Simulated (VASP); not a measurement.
# GaN: convergence, relaxation of the cell

GaN, F-43m (no. 216), 2 atoms in the cell. RPBE; PAW potentials Ga_d, N (PBE set). VASP 6.6.1. The cell is changed on purpose: volume scaled by 0.95.

Wanted: cell volume within 0.05 %; lattice lengths within 0.03 %; shortest distances from each atom, periodic images included within 0.002 Å.

What the run is for: cell; Accuracy asked: tight.

The series start from Plane-wave cutoff (eV): 600; k-point mesh: 7 × 7 × 7; Relaxation passes: 2; Ionic threshold (EDIFFG): -0.005; Electronic threshold (eV): 1e-6; Precision mode (PREC): Accurate; Relaxation algorithm: IBRION=2 POTIM=0.5. Each series keeps the choices made before it, and each single choice may use up half of a tolerance. Times cover all steps of a run.

## Plane-wave cutoff (eV)

| Plane-wave cutoff (eV) | Cell volume (Å³) | Lattice lengths, largest deviation against the largest value | Shortest distances from each atom, periodic images included, largest deviation (Å) | Time (s) |
|---|---|---|---|---|
| 400 | 23.55 | 0.75 % | 0.0148 | 100 |
| 460 | 23.97 | 0.15 % | 0.0030 | 110 |
| 520 | 24.06 | 0.023 % | 0.0004 | 125 |
| 600 | 24.05 | 0.041 % | 0.0008 | 101 |
| 700 | 24.06 | 0.028 % | 0.0006 | 80 |
| 840 (reference) | 24.08 | 0 % | 0.0000 | 66 |

Chosen: 840; the next looser run is off by more than half of the tolerance, so convergence isn't shown beyond this value.

## k-point mesh

| k-point mesh | Cell volume (Å³) | Lattice lengths, largest deviation against the largest value | Shortest distances from each atom, periodic images included, largest deviation (Å) | Time (s) |
|---|---|---|---|---|
| 4 × 4 × 4 | 24.07 | 0.022 % | 0.0004 | 42 |
| 5 × 5 × 5 | 24.07 | 0.018 % | 0.0003 | 47 |
| 6 × 6 × 6 | 24.08 | 0.0083 % | 0.0002 | 62 |
| 7 × 7 × 7 | 24.08 | 0.0068 % | 0.0001 | 66 |
| 9 × 9 × 9 | 24.08 | 0.0025 % | 0.0000 | 111 |
| 11 × 11 × 11 (reference) | 24.09 | 0 % | 0.0000 | 146 |

Chosen: 6 × 6 × 6, the loosest value from which every tighter one stays within half of the tolerance.

## Relaxation passes

| Relaxation passes | Cell volume (Å³) | Lattice lengths, largest deviation against the largest value | Shortest distances from each atom, periodic images included, largest deviation (Å) | Time (s) |
|---|---|---|---|---|
| 1 | 24.08 | 0 % | 0.0000 | 44 |
| 2 | 24.08 | 0 % | 0.0000 | 62 |
| 3 (reference) | 24.08 | 0 % | 0.0000 | 80 |

Chosen: 1.

## Ionic threshold (EDIFFG)

| Ionic threshold (EDIFFG) | Cell volume (Å³) | Lattice lengths, largest deviation against the largest value | Shortest distances from each atom, periodic images included, largest deviation (Å) | Time (s) |
|---|---|---|---|---|
| -0.05 | 24.08 | 0.027 % | 0.0005 | 40 |
| -0.02 | 24.08 | 0.027 % | 0.0005 | 53 |
| -0.01 | 24.08 | 0.027 % | 0.0005 | 41 |
| -0.005 | 24.08 | 0.027 % | 0.0005 | 44 |
| -0.002 (reference) | 24.06 | 0 % | 0.0000 | 103 |

Chosen: -0.002; the next looser run is off by more than half of the tolerance, so convergence isn't shown beyond this value.

## Electronic threshold (eV)

| Electronic threshold (eV) | Cell volume (Å³) | Lattice lengths, largest deviation against the largest value | Shortest distances from each atom, periodic images included, largest deviation (Å) | Time (s) |
|---|---|---|---|---|
| 0.0001 | 24.06 | 0.0031 % | 0.0001 | 68 |
| 1e-5 | 24.06 | 0.0034 % | 0.0001 | 103 |
| 1e-6 | 24.06 | 0.0056 % | 0.0001 | 103 |
| 1e-7 (reference) | 24.06 | 0 % | 0.0000 | 124 |

Chosen: 0.0001.

## Precision mode (PREC)

| Precision mode (PREC) | Cell volume (Å³) | Lattice lengths, largest deviation against the largest value | Shortest distances from each atom, periodic images included, largest deviation (Å) | Time (s) |
|---|---|---|---|---|
| Normal | 24.06 | 0.0018 % | 0.0000 | 66 |
| Accurate (reference) | 24.06 | 0 % | 0.0000 | 68 |

Chosen: Normal.

## Relaxation algorithm

| Relaxation algorithm | Cell volume (Å³) | Lattice lengths, largest deviation against the largest value | Shortest distances from each atom, periodic images included, largest deviation (Å) | Time (s) |
|---|---|---|---|---|
| IBRION=2 POTIM=0.5 | 24.06 | 0 % | 0.0000 | 66 |
| IBRION=2 POTIM=0.2 | 24.07 | 0.0062 % | 0.0001 | 62 |
| IBRION=1 POTIM=0.5 | 24.06 | 0.0065 % | 0.0001 | 102 |
| IBRION=1 POTIM=0.2 | 24.06 | 0.0099 % | 0.0002 | 65 |

Chosen: IBRION=2 POTIM=0.5; no other choice that stays within half of the tolerance saves 30 % of the time.

## All choices together

| Input | Cell volume (Å³) | Lattice lengths, largest deviation against the largest value | Shortest distances from each atom, periodic images included, largest deviation (Å) | Time (s) |
|---|---|---|---|---|
| the program's defaults (naive) | 23.56 | 0.73 % | 0.0145 | 10 |
| chosen settings | 24.07 | 0.014 % | 0.0003 | 102 |
| reference settings throughout | 24.08 | 0 % | 0.0000 | 633 |

The chosen settings stay within the tolerance of the reference run, but the reference itself isn't shown to be converged in: Plane-wave cutoff (eV), Ionic threshold (EDIFFG).

Values of the reference run: Lattice lengths: 3.241, 3.241, 3.241 Å; Shortest distances from each atom, periodic images included: 1.985, 1.985, 1.985, 1.985, 1.985, 1.985, 1.985, 1.985 Å.

2 cheaper combinations failed this check first and made the worst setting one step tighter.

## The input

INCAR.step1:
```
ALGO = Normal ; EDIFF = 1E-4
EDIFFG = -0.002 ; EFERMI = MIDGAP
ENCUT = 840 ; GGA = RP
GGA_COMPAT = False ; IBRION = 2
ISIF = 3 ; ISMEAR = 0
LASPH = True ; LCHARG = False
LREAL = False ; LWAVE = False
NELM = 120 ; NELMIN = 4
NSW = 80 ; POTIM = 0.5
PREC = Normal ; SIGMA = 0.03
```

INCAR.step2, as INCAR.step1 but for:
```
- EDIFFG = -0.002
- IBRION = 2
- ISIF = 3
- NELMIN = 4
- NSW = 80
- POTIM = 0.5
+ ISIF = 2
```

KPOINTS:
```
Automatic mesh
0
Gamma
  9 9 9
  0 0 0
```

POSCAR.step1:
```
GaN
1.0
    0.0000000000      2.2152983018      2.2152983018
    2.2152983018      0.0000000000      2.2152983018
    2.2152983018      2.2152983018      0.0000000000
Ga N
1 1
Direct
    0.0000000000      0.0000000000      0.0000000000
    0.2500000000      0.2500000000      0.2500000000
```

Commands (each step's output is kept before the next begins):
```
cat potpaw_PBE.64/Ga_d/POTCAR potpaw_PBE.64/N/POTCAR > POTCAR
cp INCAR.step1 INCAR
cp POSCAR.step1 POSCAR
mpirun -np 1 vasp_std > vasp.out
cp CONTCAR POSCAR
cp INCAR.step2 INCAR
mpirun -np 1 vasp_std > vasp.out
```

The chosen input took VASP 6.6.1 102 s on 1 core (AMD EPYC 7R43 (Zen 3)), a shared host.

## An input that fails: cell relaxed at a low cutoff

It runs to its end, but against the unchanged starting input it is off by 12 % in the cell volume, 4 % in the lattice lengths, 0.0799 Å in the shortest distances from each atom, periodic images included.

Changes against the starting input:
```
(all steps)
- PREC = Accurate
- NELM = 120
- ENCUT = 600
+ PREC = Low
+ NELM = 81
+ ENCUT = 280
```
